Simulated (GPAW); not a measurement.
Runs of GPAW 26.7.0 on MgO. The structure is cubic, space group Fm-3m (No. 225). The conventional cell has a = 4.194 Å, b = 4.194 Å, c = 4.194 Å, α = 90.00°, β = 90.00°, γ = 90.00°. Around Mg (site symmetry m-3m) lie 6 O at 2.10 Å. Around O (site symmetry m-3m) lie 6 Mg at 2.10 Å. The cell is a database's computed one.

```csv
task,level,potentials or basis,cell,k mesh,cutoff (eV),maxiter,mesh off Gamma,band path,band points,grid spacing,other keys,mesh quality,gap on the mesh (eV),pressure (GPa)
single point,PBE,"GPAW PAW data sets (gpaw-data 1.2.1), pw",as given,11 × 11 × 11,800,150,-,-,-,-,-,not flagged,4.89,(b)
single point,LDA,"the program's PAW data sets (release 1.2.1) made for this functional, lcao:dzp",volume scaled by 1.15,11 × 11 × 11,-,150,-,-,-,0.16 Å,-,not flagged,3.45,-
single point,PBE,"GPAW PAW data sets (gpaw-data 1.2.1), pw","atoms moved at random, drawn with an rms of 0.05 Å",11 × 11 × 11,800,150,-,-,-,-,-,not flagged,4.89,7.8
electron localisation function,SOGGA,"PAW data sets generated in the run's folder for this functional, pw",volume scaled by 1.04,9 × 9 × 9,800,100,yes,-,-,-,"several, not listed",not flagged,4.64,(a)
single point,LDA,"the program's PAW data sets (release 1.2.1) made for this functional, pw",as given,11 × 11 × 11,800,150,-,-,-,-,-,not flagged,4.80,-3.7
band structure,OLYP+D4,"PAW data sets generated in the run's folder for this functional, lcao:dzp",as given,11 × 11 × 11,-,150,-,"GXWKGLUWLK,UX",60,0.18 Å,-,not flagged,5.04,-
```

Alike in all rows: no spin polarisation; smearing fermi-dirac 0.05 eV.

**Question.** Estimate the missing entries.

**Answer.** (a) -3.5; (b) 7.0.

Caveats: the basis of atomic orbitals isn't converged, which shifts pressures, moduli and gaps (some runs); an odd mesh through Γ misses points on the zone boundary, where band edges often lie (some runs).
